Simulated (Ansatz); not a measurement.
# Be2C: a relaxation

The task is a relaxation on Be2C. The structure is shown as the input types it.

Method: Kohn-Sham DFT, with the functional, basis and potentials that each input names, in Ansatz 0.2.0.

### Step 1. The structure to begin with

The structure is cubic, space group Fm-3m (No. 225). Conventional cell: a = 4.330 Å, b = 4.330 Å, c = 4.330 Å, α = 90.00°, β = 90.00°, γ = 90.00°. Be (site symmetry -43m) is surrounded by 4 C at 1.87 Å. Around C (site symmetry m-3m) lie 8 Be at 1.87 Å.

Coordinates:

```xyz
3
Lattice="0.0000 2.1650 2.1650 2.1650 0.0000 2.1650 2.1650 2.1650 0.0000" Properties=species:S:1:pos:R:3 pbc="T T T"
Be    1.0825    1.0825    1.0825
Be    3.2475    3.2475    3.2475
C     0.0000    0.0000    0.0000
```

### Step 2. The calculation

input.yaml reads:

```yaml
crystal:
  lattice:
    - [0.0, 2.165, 2.165]
    - [2.165, 0.0, 2.165]
    - [2.165, 2.165, 0.0]
  atoms:
    - { symbol: Be, position: [0.25, 0.25, 0.25] }
    - { symbol: Be, position: [0.75, 0.75, 0.75] }
    - { symbol: C, position: [0.0, 0.0, 0.0] }
kpoints:
  mp_grid: { grid: [8, 8, 8] }
scf:
  occupations: { method: fixed }
  max_iter: 80
hamiltonian:
  xc: pbe96
  pseudopotentials: { kind: paw }
relax:
  f_tol: 0.002
  max_steps: 80
  cell: {}
output:
  forces: true
  stress: true
```

Launch:

```
ansatz run input.yaml --threads 1 --pin off --max-ram 3072MiB --backend cpu --events-out ev --progress --plain --runs-dir out
```

Q: Will this input give a usable result? If not, why, and what should change?

The program refused the input before any cycle. It says: «line 16 column 7: hamiltonian.xc: unknown variant `pbe96`, expected one of `lda`, `lda-pw`, `pw92`, `pbe`, `pbesol`, `rpbe`, `revpbe`, `blyp`, ...»

In the input, hamiltonian.xc is pbe96. The method's name matches nothing in the program's list.

What to do: set hamiltonian.xc to r2scan. Any name on the list would pass the check; a listed functional of a like name need not be the same functional.
